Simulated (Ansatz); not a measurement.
Space group P6_3/mmc (No. 194). a = 2.720 Å, b = 2.720 Å, c = 4.297 Å, α = 90.00°, β = 90.00°, γ = 120.00°
```csv
atom,site,symmetry,x,y,z
Ru,2c,-6m2,0.3333,0.6667,0.2500
```

Equation of state of this Ru structure (not necessarily the ground state), with shape and atoms relaxed at each volume where symmetry leaves them free. It has no gap at any of these volumes. Computed with Ansatz 0.2.0, DFT PBE, scalar-relativistic, plane waves, PAW.

Settings: cutoff 420 eV, Γ-centred mesh 18×18×10 on the computed 2-atom cell, Gaussian smearing of 0.10 eV; no spin polarisation.

```tsv
V (Å³/atom)	E − E(largest V) (meV/atom)	P (GPa)
12.114	135.03	54.14
12.527	18.48	36.88
12.939	-57.25	22.38
13.352	-98.68	10.21
13.765	-111.33	-0.01
14.178	-99.83	-8.58
14.591	-68.10	-15.75
15.142	0.00	-23.49
```

Q: Fit a third-order Birch–Murnaghan equation to E(V).

A: V0 = 13.76 Å³/atom, B0 = 311 GPa, B0' = 4.8.